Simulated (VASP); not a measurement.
Wanted: the native input for a VASP 6.6.1 run.

- Task: single point
- Functional: PBE0
- Potentials or basis: VASP PAW PBE potentials, release 64 (Al, N)
- Cutoff: 520 eV
- k mesh: 6 × 6 × 4
- Occupations: gaussian, width 0.02 eV
- Spin: no spin polarisation
- Grid for exact exchange (PRECFOCK): Fast
- Exchange at q = 0: truncated
- Further INCAR settings: ALGO = Normal; EDIFF = 1e-07

Crystal: AlN.

```
Al N
1.0
     3.30078    0.00000    0.00000
    -1.65039    2.85856    0.00000
     0.00000    0.00000    4.13843
Al N
2 2
Direct
  0.33333 0.66667 0.75000
  0.66667 0.33333 0.25000
  0.33333 0.66667 0.25000
  0.66667 0.33333 0.75000
```

Measurements of this composition are mostly on another form, of space group No. 186.

These files were run (other wordings do the same):

POSCAR

```
AlN
1.0
    3.3007800000      0.0000000000      0.0000000000
   -1.6503900000      2.8585600000      0.0000000000
    0.0000000000      0.0000000000      4.1384300000
Al N
2 2
Direct
    0.3333300000      0.6666700000      0.7500000000
    0.6666700000      0.3333300000      0.2500000000
    0.3333300000      0.6666700000      0.2500000000
    0.6666700000      0.3333300000      0.7500000000
```

INCAR.step1

```
  ALGO = Normal
  EDIFF = 1E-5
  ENCUT = 520
  GGA = PE
  ISIF = 2
  ISMEAR = 0
  LASPH = True
  LCHARG = False
  LREAL = False
  LWAVE = True
  NELM = 80
  PREC = Accurate
  SIGMA = 0.02
```

INCAR.step2

```
  AEXX = 0.25
  ALGO = Normal
  EDIFF = 1E-7
  ENCUT = 520
  GGA = PE
  HFRCUT = -1
  ISIF = 2
  ISMEAR = 0
  ISTART = 1
  LASPH = True
  LCHARG = False
  LHFCALC = True
  LREAL = False
  LWAVE = False
  NELM = 80
  PREC = Accurate
  PRECFOCK = Fast
  SIGMA = 0.02
```

KPOINTS

```
k-points
0
Gamma
  6 6 4
```

Potentials or basis: VASP PAW PBE potentials, release 64 (Al, N).

Launch:

```sh
$ cat potpaw_PBE.64/Al/POTCAR potpaw_PBE.64/N/POTCAR > POTCAR
$ cp INCAR.step1 INCAR
$ mpirun -np 1 vasp_std > vasp.out
$ cp INCAR.step2 INCAR
$ mpirun -np 1 vasp_std > vasp.out
```

It gave:

```
Pressure               : -2.0 GPa
Band gap on the k mesh : 5.43 eV, direct
```

Caveat: the PAW data sets were made with another functional, which shifts forces and pressure a little.

Run time: 9.8 min on 1 thread of Intel(R) Xeon(R) Platinum 8559C (Emerald Rapids), on a shared host, peak memory 0.17 GiB.
